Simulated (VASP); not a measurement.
Write the native input for VASP 6.6.1 that does the following.

```yaml
Task: band structure
Functional: LDA
Potentials_or_basis: VASP PAW LDA potentials, release 64 (Si)
Cutoff: 520 eV
k_mesh: 8 × 8 × 10
Occupations: fermi-dirac, width 0.05 eV
Spin: no spin polarisation
Further_INCAR_settings: ALGO = Normal; EDIFF = 1e-06; NBANDS = 11
```

Crystal: Si.

```xyz
2
Lattice="4.1209 0.0000 0.0000 -2.0605 3.5688 0.0000 0.0000 0.0000 2.6548" Properties=species:S:1:pos:R:3 pbc="T T T"
Si    0.0000    2.3792    1.3274
Si    2.0605    1.1896    1.3274
```

The cell was built by a generator and needn't be a form met in nature.

One way to write it, as run:

POSCAR

```
Si
1.0
    4.1209500000      0.0000000000      0.0000000000
   -2.0604700000      3.5688500000      0.0000000000
    0.0000000000      0.0000000000      2.6547900000
Si
2
Direct
    0.3333300000      0.6666700000      0.5000000000
    0.6666700000      0.3333300000      0.5000000000
```

INCAR.step1

```
  ALGO = Normal
  EDIFF = 1E-6
  ENCUT = 520
  ISIF = 2
  ISMEAR = -1
  LASPH = True
  LCHARG = True
  LREAL = False
  LWAVE = False
  NBANDS = 11
  NELM = 100
  PREC = Accurate
  SIGMA = 0.05
```

KPOINTS.step1

```
k-points
0
Gamma
  8 8 10
```

INCAR.step2

```
  ALGO = Normal
  EDIFF = 1E-6
  ENCUT = 520
  ICHARG = 11
  ISIF = 2
  ISMEAR = 0
  LASPH = True
  LCHARG = False
  LREAL = False
  LWAVE = False
  NBANDS = 11
  NELM = 100
  PREC = Accurate
  SIGMA = 0.05
```

KPOINTS.step2

```
path GMKGALHA,LM,KH
15
line-mode
reciprocal
 0.0000000000  0.0000000000  0.0000000000  G
 0.5000000000  0.0000000000  0.0000000000  M

 0.5000000000  0.0000000000  0.0000000000  M
 0.3333333333  0.3333333333  0.0000000000  K

 0.3333333333  0.3333333333  0.0000000000  K
 0.0000000000  0.0000000000  0.0000000000  G

 0.0000000000  0.0000000000  0.0000000000  G
 0.0000000000  0.0000000000  0.5000000000  A

 0.0000000000  0.0000000000  0.5000000000  A
 0.5000000000  0.0000000000  0.5000000000  L

 0.5000000000  0.0000000000  0.5000000000  L
 0.3333333333  0.3333333333  0.5000000000  H

 0.3333333333  0.3333333333  0.5000000000  H
 0.0000000000  0.0000000000  0.5000000000  A

 0.5000000000  0.0000000000  0.5000000000  L
 0.5000000000  0.0000000000  0.0000000000  M

 0.3333333333  0.3333333333  0.0000000000  K
 0.3333333333  0.3333333333  0.5000000000  H
```

Potentials or basis: VASP PAW LDA potentials, release 64 (Si).

Launch:

```bash
$ cat potpaw_LDA.64/Si/POTCAR > POTCAR
$ cp INCAR.step1 INCAR
$ cp KPOINTS.step1 KPOINTS
$ mpirun -np 1 vasp_std > vasp.out
$ cp INCAR.step2 INCAR
$ cp KPOINTS.step2 KPOINTS
$ mpirun -np 1 vasp_std > vasp.out
```

It gave:

| Quantity | Value |
| --- | --- |
| Band gap along the path | none (metal or under the smearing width) |

Caveat: the log is that of the step along the path at fixed density, whose energy, stress, charges and moments have no meaning.

It took 30 s on 1 thread of Intel(R) Xeon(R) Platinum 8488C (Sapphire Rapids), on a shared host, peak memory 0.16 GiB.
